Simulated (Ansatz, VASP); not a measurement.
O2: VASP beside Ansatz

```
CELL_PARAMETERS angstrom
10.00000 0.00000 0.00000
0.00000 10.50000 0.00000
0.00000 0.00000 11.00000
ATOMIC_POSITIONS crystal
O 0.50000 0.50000 0.44543
O 0.50000 0.50000 0.55457
```

Alike in both runs: functional LDA; k mesh 1 × 1 × 1; occupations gaussian, width 0.01 eV; collinear spin.

Ansatz relaxed the structure, and its values are those at the end. VASP's run is a single point on that final structure, the one shown.

```csv
,VASP,Ansatz
version,VASP 6.6.1,Ansatz 0.2.0
potentials or method,"VASP PAW LDA potentials, release 64 (O)","scalar-relativistic, plane waves, PAW"
plane-wave cutoff (eV),520,420
valence electrons in the cell,12,12
```

Ansatz gave:

```
gap on the k mesh at the Fermi level (eV)                     : 2.04
least direct gap on the mesh (eV)                             : 2.04
rms of the force components (eV/Å)                            : 0.000
net moment per atom (μB)                                      : 1.00
size of the moment on the site where the two differ most (μB) : 0.55
```

Problem. Which values does VASP return?

Solution. gap on the k mesh at the Fermi level (eV): 1.97; least direct gap on the mesh (eV): 1.97; rms of the force components (eV/Å): 0.998; net moment per atom (μB): 1.00; size of the moment on the site where the two differ most (μB): 0.80.

Site moments also hang on the region over which each program counts them. One of these differences is far larger than is usual between the two programs; its cause wasn't traced. Ansatz warned: «pseudo_functional_mismatch».

Caveats: the standard files for N, O and F lose accuracy on very short bonds. Expect the measured gap to be larger: semilocal functionals such as LDA lack the derivative discontinuity.
